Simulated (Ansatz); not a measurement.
System: zinc-blende AlSb. Method: r²SCAN (Ansatz, a first-principles code, PAW).

A relaxed, unreconstructed slab of the (110) face has 16 atoms, two equal faces of 26.988 Å² each and an energy of -56318.4038 eV. A bulk cell of 4 atoms with the same orientation and in-plane k mesh has -14080.1450 eV. Energies are extrapolated to zero smearing.

Numerical settings: plane-wave cutoff 500 eV, 6×6×1 k mesh (along the axes of the cell as run), gaussian smearing 0.02 eV, scalar-relativistic PAW data made under PBE.

Worked out: γ = (E_slab − N E_bulk per atom)/2A = [-56318.4038 − 16 × (-14080.1450/4)]/(2 × 26.988) = 0.0403 eV/Å². With 16.022 J/m² per eV/Å² this is 0.65 J/m², or 1.09 eV per surface cell and face.
